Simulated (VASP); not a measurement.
Set up this calculation in VASP 6.6.1, as the native input.

| Property | Result |
| --- | --- |
| Task | single point |
| Functional | r2SCAN |
| Potentials or basis | VASP PAW PBE potentials, release 64 (Pt) |
| Cutoff | 520 eV |
| k mesh | 18 × 18 × 18 |
| Occupations | gaussian, width 0.1 eV |
| Spin | no spin polarisation |
| Further INCAR settings | ALGO = Normal; EDIFF = 1e-07; NBANDS = 11 |

The structure of Pt lies in POSCAR:

```
Pt
1.0
    0.0000000000      1.9583100000      1.9583100000
    1.9583100000      0.0000000000      1.9583100000
    1.9583100000      1.9583100000      0.0000000000
Pt
1
Direct
    0.0000000000      0.0000000000      0.0000000000
```

These files were run (other wordings do the same):

INCAR

```
SYSTEM = Pt
ALGO = Normal
EDIFF = 1E-7
ENCUT = 520
ISIF = 2
ISMEAR = 0
LASPH = .TRUE.
LCHARG = .TRUE.
LELF = .TRUE.
LMIXTAU = .TRUE.
LREAL = .FALSE.
LVHAR = .TRUE.
LWAVE = .FALSE.
METAGGA = R2SCAN
NBANDS = 11
NELM = 100
PREC = Accurate
SIGMA = 0.1
```

KPOINTS

```
k-points
0
G
  18 18 18
  0 0 0
```

Potentials or basis: VASP PAW PBE potentials, release 64 (Pt).

Run with:

```sh
$ cat potpaw_PBE.64/Pt/POTCAR > POTCAR
$ mpirun -np 1 vasp_std > vasp.out
```

Results of the run:

```json
{
 "Pressure": "5.9 GPa",
 "Band gap on the k mesh": "none (metal or under the smearing width)"
}
```

Caveat: the PAW data sets were made with another functional, which shifts forces and pressure a little.

It took 53 s on 1 thread of Intel(R) Xeon(R) 6975P-C (Granite Rapids) (shared host), peak memory 0.17 GiB.
